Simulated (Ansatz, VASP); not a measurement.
**As in VASP and in Ansatz**

INCAR

```
SYSTEM = As
PREC = Accurate
ENCUT = 520
EDIFF = 1E-6
ISMEAR = -1
SIGMA = 0.1
LREAL = .False.
LASPH = .True.
NELM = 80
ALGO = Normal
ISIF = 2
LWAVE = .False.
LCHARG = .True.
LELF = .True.
LVHAR = .True.
NBANDS = 8
```

File KPOINTS:

```
Automatic mesh
0
Gamma
  17 17 17
  0 0 0
```

File POSCAR:

```
As
1.0
    0.0000000000      1.8518430234      1.8518430234
    1.8518430234      0.0000000000      1.8518430234
    1.8518430234      1.8518430234      0.0000000000
As
1
Direct
    0.0000000000      0.0000000000      0.0000000000
```

Input for Ansatz:

```yaml
crystal:
  lattice:
    - [0.0, 1.8518430234, 1.8518430234]
    - [1.8518430234, 0.0, 1.8518430234]
    - [1.8518430234, 1.8518430234, 0.0]
  atoms:
    - { symbol: As, position: [0.0, 0.0, 0.0] }
kpoints:
  mp_grid: { grid: [17, 17, 17] }
scf:
  occupations: { method: fermi_dirac, width: 0.1 }
hamiltonian:
  xc: lda
  pseudopotentials: { kind: all_electron, lapw: { basis_error: 0.001 } }
output:
  forces: true
  stress: true
  eigenvalues: true
  populations: true
```

Change from the starting cell: volume scaled by 0.7, LAPW.

Alike in both runs: task single point; functional LDA; k mesh 17 × 17 × 17; occupations fermi-dirac, width 0.1 eV; no spin polarisation.

```csv
,VASP,Ansatz
version,VASP 6.6.1,Ansatz 0.2.0
potentials or method,"VASP PAW LDA potentials, release 64 (As)","all-electron LAPW, scalar-relativistic"
plane-wave cutoff (eV),520,see its input
```

```tsv
	VASP	Ansatz	Ansatz less VASP
pressure (GPa)	72.9	70.6	-2.26
```

Ansatz ran all-electron here, so the differences hold the error of VASP's frozen core and of both bases.

Caveats: the cell as given lies far from equilibrium; so large a pressure means that the cell lies far from this level's equilibrium, or that cutoff or potentials fall short (VASP).
